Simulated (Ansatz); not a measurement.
The system is Ag.

```xyz
1
Lattice="-1.6557 1.6557 1.6557 1.6557 -1.6557 1.6557 1.6557 1.6557 -1.6557" Properties=species:S:1:pos:R:3 pbc="T T T"
Ag    0.0000    0.0000    0.0000
```

This isn't the form of Ag at room conditions, which is fcc.

Base run:

| Item | Value |
| --- | --- |
| Program | Ansatz 0.2.0 |
| Functional | PBEsol |
| Potentials or basis | all-electron PAW datasets made for the crystal |
| Cutoff | 260 eV |
| Density cutoff | 1040 eV |
| k mesh | 11 × 11 × 11 |
| Occupations | fermi-dirac, width 0.05 eV |
| Spin | no spin polarisation |

Its results: pressure -7.3 GPa.

Question: The run is repeated on the same cell with these changes: potentials or basis from all-electron PAW datasets made for the crystal to all-electron LAPW, non-relativistic; cutoff from 260 eV to 245 eV; density cutoff from 1040 eV to 979 eV. What comes out?

Answer: Pressure -0.8 GPa.

Caveats: relativity is left out, which matters for the heavier elements (some runs).

Not every run made on this cell is shown here.
